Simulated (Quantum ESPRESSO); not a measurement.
## CdSe (Cadmoselite) under changes of volume

One of the cells (28.102 Å³/atom); the others are scaled copies at fixed shape and fractional positions:

```
Cd Se
1.0
     4.30000    0.00000    0.00000
    -2.15000    3.72391    0.00000
     0.00000    0.00000    7.02000
Cd Se
2 2
Direct
  0.66667 0.33333 0.50000
  0.33333 0.66667 0.00000
  0.66667 0.33333 0.88500
  0.33333 0.66667 0.38500
```

| Item | Value |
| --- | --- |
| Program | Quantum ESPRESSO 7.5 |
| Functional | LDA |
| Potentials or basis | GBRV 1.5 LDA |
| Cutoff | 612 eV |
| Density cutoff | 4898 eV |
| k mesh | 7 × 7 × 4 |
| Occupations | fermi-dirac, width 0.05 eV |
| Spin | no spin polarisation |

| volume (Å³/atom) | energy over the lowest point (meV/atom) | pressure (GPa) | gap on the mesh (eV) |
| --- | --- | --- | --- |
| 26.416 | ? | ? | ? |
| 26.978 | 0.39 | 0.7 | 0.48 |
| 27.540 | 0.00 | -0.5 | 0.44 |
| 28.102 | 3.58 | -1.6 | 0.40 |
| 28.665 | 10.68 | -2.5 | 0.36 |
| 29.227 | 20.90 | -3.4 | 0.32 |
| 29.789 | 33.92 | -4.1 | 0.29 |

Q: What does the run at 26.416 Å³/atom give?

A: Energy over the lowest point 5.23 meV/atom; pressure 2.0 GPa; gap on the mesh 0.52 eV.

Worked out: A Birch-Murnaghan fit of order 3 (a polynomial in V^(-2/3)) to the other rows has its minimum at 27.31 Å³/atom with B0 = V·E''(V) = 57 GPa and B' = 4.7 at fixed shape and positions, which overstates the stiffness. It gives 5.21 meV/atom at 26.416 Å³/atom, against the run's 5.23, and -dE/dV = 2.1 GPa, against 2.0. A straight line through the other rows of the gap, of slope -1.95 eV per unit of ln V (its deformation potential), extrapolates to 0.52 eV, against the run's 0.52.

Energies are extrapolated to zero smearing.

Spin-orbit coupling on Cd, Se is left out.
